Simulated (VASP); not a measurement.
**SiMo3: atomic charges with PBE**

Crystal: SiMo3.

```
Mo Si
1.0
     4.88900    0.00000    0.00000
     0.00000    4.88900    0.00000
     0.00000    0.00000    4.88900
Mo Si
6 2
Direct
  0.99829 0.48822 0.26466
  0.00324 0.49674 0.71312
  0.49870 0.26133 0.01280
  0.72806 0.99042 0.51804
  0.46806 0.71531 0.98960
  0.23009 0.98557 0.52407
  0.49634 0.51648 0.50404
  0.97705 0.99547 0.00125
```

The cell isn't the ideal one: atoms moved at random, drawn with an rms of 0.15 Å.

```yaml
Program: VASP 6.6.1
Task: atomic charges
Functional: PBE
Potentials_or_basis: VASP PAW PBE potentials, release 64 (Mo_sv, Si)
Cutoff: 520 eV
k_mesh: 6 × 6 × 6
Occupations: methfessel-paxton, width 0.2 eV
Spin: no spin polarisation
Further_INCAR_settings: ALGO = Fast; EDIFF = 1e-06
```

```yaml
Pressure: 10.1 GPa
Largest_force: 5.141 eV/Å
Band_gap_on_the_k_mesh: none (metal or under the smearing width)
Valence_electrons_inside_the_program's_atomic_spheres: Mo 12.74, 12.78, 12.68, 12.65, 12.73; Si 1.64, 1.59
```

Forces in eV/Å, atoms in the order of the input:
```
Mo  -0.586  0.190 -3.918
Mo  -1.129 -0.727  4.962
Mo  -0.617 -3.518 -0.254
Mo   0.185  0.613 -0.886
Mo   1.300  3.854  1.366
Mo   0.478  0.984 -1.450
Si   0.067 -1.330 -0.412
Si   0.303 -0.067  0.591
```

Stress tensor (GPa, compression positive):
```
 8.00  0.59  0.14
 0.59 10.81 -0.50
 0.14 -0.50 11.61
```

Levels at points of the mesh, in eV from the Fermi level:
| k point | band 44 | band 45 | band 46 | band 47 | band 48 | band 49 |
| --- | --- | --- | --- | --- | --- | --- |
| (0.00, 0.00, 0.00) | -1.35 | 0.91 | 1.06 | 1.26 | 1.79 | 2.19 |
| (0.50, 0.00, 0.00) | -1.37 | 0.11 | 0.25 | 0.64 | 1.05 | 1.30 |
| (0.00, 0.50, 0.00) | -1.40 | -0.33 | 0.31 | 0.61 | 1.26 | 1.33 |
| (0.00, 0.00, 0.50) | -1.66 | -0.50 | 0.25 | 0.69 | 1.08 | 1.21 |
| (0.50, 0.50, 0.00) | -1.01 | -0.83 | -0.57 | -0.45 | -0.37 | 0.15 |
| (0.00, 0.50, 0.50) | -0.92 | -0.85 | -0.73 | -0.36 | -0.09 | 0.24 |
| (0.50, 0.00, 0.50) | -0.71 | -0.70 | -0.62 | -0.46 | -0.27 | 0.02 |
| (0.50, 0.50, 0.50) | -1.16 | -1.03 | -0.89 | -0.81 | -0.26 | 0.54 |

Run time: 27 min on 1 thread of AMD EPYC 7571, on a shared host, peak memory 0.54 GiB.
